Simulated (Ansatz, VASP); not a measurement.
**Ge in VASP and in Ansatz**

```xyz
4
Lattice="4.0123 0.0000 0.0000 -2.0061 3.4747 0.0000 0.0000 0.0000 13.1161" Properties=species:S:1:pos:R:3 pbc="T T T"
Ge    0.0000    1.1582    4.5000
Ge    0.0000    3.4747    5.2310
Ge    0.0000    3.4747    7.8851
Ge    2.0061    2.3165    8.6161
```

Alike in both runs: task single point; functional r2SCAN; k mesh 9 × 9 × 1; occupations fermi-dirac, width 0.02 eV; no spin polarisation.

|  | VASP | Ansatz |
| --- | --- | --- |
| version | VASP 6.6.1 | Ansatz 0.2.0 |
| potentials or method | VASP PAW PBE potentials, release 64 (Ge_d) | PAW with Ansatz's default frozen-core files, scalar-relativistic |
| plane-wave cutoff (eV) | 520 | 500 |
| valence electrons in the cell | 56 | 56 |

VASP gave:

* rms of the force components (eV/Å): 0.008

**Question.** Estimate Ansatz's values.

**Answer.** rms of the force components (eV/Å): 0.002.

Atom by atom the forces differ by 0.009 eV/Å (rms over components). The functional is the same, so the differences come from potentials, cutoffs and numerics. Ansatz warned: «vacuum_density_over_bound».

Caveats: the PAW data sets were made with another functional, which shifts forces and pressure a little (VASP).
